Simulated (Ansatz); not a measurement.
Pb, DFT, PBE, all-electron LAPW, scalar-relativistic (Ansatz 0.2.0), run on 1 thread of Arm Neoverse V1 on a shared host.

Structure from Materials Project entry mp-1247117 (possibly hypothetical), not relaxed further. The listed cell was then made from it by scaling, straining or moving an atom.

Command: `ansatz run input.yaml --threads 1 --pin off --max-ram 3072MiB --backend cpu --events-out ev --progress --plain --runs-dir out`

```yaml
crystal:
  lattice:
    - [0.0, 3.3687966822, 3.3687966822]
    - [3.3687966822, 0.0, 3.3687966822]
    - [3.3687966822, 3.3687966822, 0.0]
  atoms:
    - { symbol: Pb, position: [0.0, 0.0, 0.0] }
    - { symbol: Pb, position: [0.25, 0.25, 0.25] }
kpoints:
  mp_grid: { grid: [8, 8, 8] }
  band_path:
    path:
      - [0.0, 0.0, 0.0]
      - [0.5, 0.0, 0.5]
      - [0.625, 0.25, 0.625]
      - [0.375, 0.375, 0.75]
      - [0.0, 0.0, 0.0]
      - [0.5, 0.5, 0.5]
      - [0.5, 0.25, 0.75]
      - [0.5, 0.0, 0.5]
    npoints: 5
scf:
  occupations: { method: fermi_dirac, width: 0.05 }
hamiltonian:
  xc: pbe
  pseudopotentials: { kind: all_electron, lapw: { basis_error: 0.00025 } }
output:
  forces: true
  stress: true
  eigenvalues: true
```

Q: How large is the problem that the program sets up?

A: 29 irreducible k-points, 869 plane waves at Γ, 56 bands.

Q: Estimate the wall time and the peak memory.

A: 39 s of wall time for 8 SCF iterations, with a peak of 0.41 GiB. Times on shared machines scatter by tens of per cent.
